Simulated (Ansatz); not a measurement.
Runs of Ansatz 0.2.0 on Ga2O3. The structure is monoclinic, space group C2/m (No. 12). The conventional cell has a = 12.214 Å, b = 3.037 Å, c = 5.798 Å, α = 90.00°, β = 103.83°, γ = 90.00°. Ga (site symmetry m) has 6 O at 1.94 to 2.07 Å as nearest neighbours. Ga (site symmetry m) has 4 O at 1.83 to 1.86 Å as nearest neighbours. O (site symmetry m) has 3 Ga at 1.83 to 1.94 Å as nearest neighbours. Around O (site symmetry m) lie 4 Ga at 1.86 to 2.07 Å. Around O (site symmetry m) lie 3 Ga at 1.83 to 1.94 Å. 

```tsv
task	level	cell	cutoff (eV)	points for each segment of the path	gap on the mesh (eV)	pressure (GPa)	largest force (eV/Å)
single point	PBE	as given	600	-	2.44	9.5	0.22
relaxation of cell and atoms	PBEsol+D3(BJ)	relaxed	420	-	(b)	0.0	-
band structure	PBEsol	as given	420	10	2.34	2.5	0.12
band structure	revPBE	as given	420	10	2.51	13.2	0.28
band structure	m-r2SCAN	as given	500	10	3.09	1.3	(a)
```

Alike in all rows: potentials or basis Ansatz PAW; no spin polarisation; k mesh 9 × 9 × 5; smearing fermi-dirac 0.05 eV.

**Question.** Fill in the values left out.

**Answer.** (a) 0.11; (b) 2.35.

Caveats: the PAW data sets come from PBE, with cores solved anew for the run's functional, which leaves a small shift of forces and pressure (some runs); odd divisions of the mesh miss points on the zone boundary, where band edges often lie, so the gap on the mesh can be too wide (some runs); the plane-wave basis is chosen anew once the cell has moved, so the energies of steps on either side of that aren't comparable (some runs); the potentials were made for another functional, which shifts forces and pressure (some runs).

A k mesh can miss the band edges, and the runs leave out spin-orbit coupling on Ga.

Not every run made on this cell is shown here.
